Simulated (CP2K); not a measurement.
Here is a CP2K 2026.2 calculation.

Contents of sn_vcrelax.inp:

```
&GLOBAL
  PROJECT sn_vcrelax
  RUN_TYPE CELL_OPT
  PRINT_LEVEL LOW
&END GLOBAL
&FORCE_EVAL
  METHOD QS
  STRESS_TENSOR ANALYTICAL
  &DFT
    BASIS_SET_FILE_NAME BASIS_MOLOPT_UZH
    POTENTIAL_FILE_NAME GTH_POTENTIALS
    &MGRID
      CUTOFF 450
      REL_CUTOFF 60
      NGRIDS 5
    &END MGRID
    &QS
      METHOD GPW
      EPS_DEFAULT 1.0E-10
      EXTRAPOLATION USE_PREV_P
    &END QS
    &KPOINTS
      SCHEME MONKHORST-PACK 11 11 11
      GAMMA_CENTERED T
    &END KPOINTS
    &SCF
      SCF_GUESS ATOMIC
      EPS_SCF 1.0E-6
      MAX_SCF 100
      ADDED_MOS 8
      CHOLESKY OFF
      EPS_EIGVAL 1.0E-7
      &DIAGONALIZATION ON
        ALGORITHM STANDARD
      &END DIAGONALIZATION
      &MIXING ON
        METHOD BROYDEN_MIXING
        ALPHA 0.4
        BETA 1.5
        NBUFFER 8
      &END MIXING
      &SMEAR ON
        METHOD FERMI_DIRAC
        ELECTRONIC_TEMPERATURE [K] 580.226
      &END SMEAR
    &END SCF
    &XC
      &XC_FUNCTIONAL BLYP
      &END XC_FUNCTIONAL
    &END XC
    &PRINT
      &KPOINTS ON
      &END KPOINTS
      &MULLIKEN ON
        &EACH
          CELL_OPT 0
        &END EACH
        ADD_LAST NUMERIC
      &END MULLIKEN
      &MO ON
        ENERGIES T
        OCCUPATION_NUMBERS T
        &EACH
          QS_SCF 0
          CELL_OPT 0
        &END EACH
        ADD_LAST NUMERIC
      &END MO
    &END PRINT
  &END DFT
  &SUBSYS
    &CELL
      A 3.4060750692 0.0000000000 0.0000000000
      B -0.1954333787 3.4004636700 0.0000000000
      C -1.5549314007 -1.7478084207 2.4756214250
      PERIODIC XYZ
    &END CELL
    &COORD
      SCALED
      Sn  0.0000000000 0.0000000000 0.0000000000
    &END COORD
    &KIND Sn
      BASIS_SET TZVP-MOLOPT-PBE-GTH-q4
      POTENTIAL GTH-PBE-q4
    &END KIND
    &PRINT
      &ATOMIC_COORDINATES ON
      &END ATOMIC_COORDINATES
      &CELL ON
      &END CELL
      &SYMMETRY ON
      &END SYMMETRY
    &END PRINT
  &END SUBSYS
  &PRINT
    &FORCES ON
    &END FORCES
    &STRESS_TENSOR ON
    &END STRESS_TENSOR
  &END PRINT
&END FORCE_EVAL
&MOTION
  &CELL_OPT
    OPTIMIZER BFGS
    MAX_ITER 40
    MAX_FORCE [eV*angstrom^-1] 0.03
    RMS_FORCE [eV*angstrom^-1] 0.03
    MAX_DR 1.0E-2
    RMS_DR 1.0E-2
    EXTERNAL_PRESSURE [bar] 0.0
    PRESSURE_TOLERANCE [bar] 500
    KEEP_SPACE_GROUP T
  &END CELL_OPT
  &PRINT
    &TRAJECTORY ON
    &END TRAJECTORY
    &CELL ON
    &END CELL
    &FORCES ON
    &END FORCES
    &STRESS ON
    &END STRESS
    &RESTART OFF
    &END RESTART
    &RESTART_HISTORY OFF
    &END RESTART_HISTORY
  &END PRINT
&END MOTION
```

Potentials or basis: GTH_POTENTIALS Sn GTH-PBE-q4; TZVP-MOLOPT-PBE-GTH basis.

Launch:

```bash
$ OMP_NUM_THREADS=1 cp2k.psmp -i sn_vcrelax.inp -o sn_vcrelax.out
```

(1) Estimate the band gap on the k mesh.

## Answers

(1) none (metal or under the smearing width).

Caveat: the basis of atomic orbitals isn't converged, which shifts pressures, moduli and gaps.
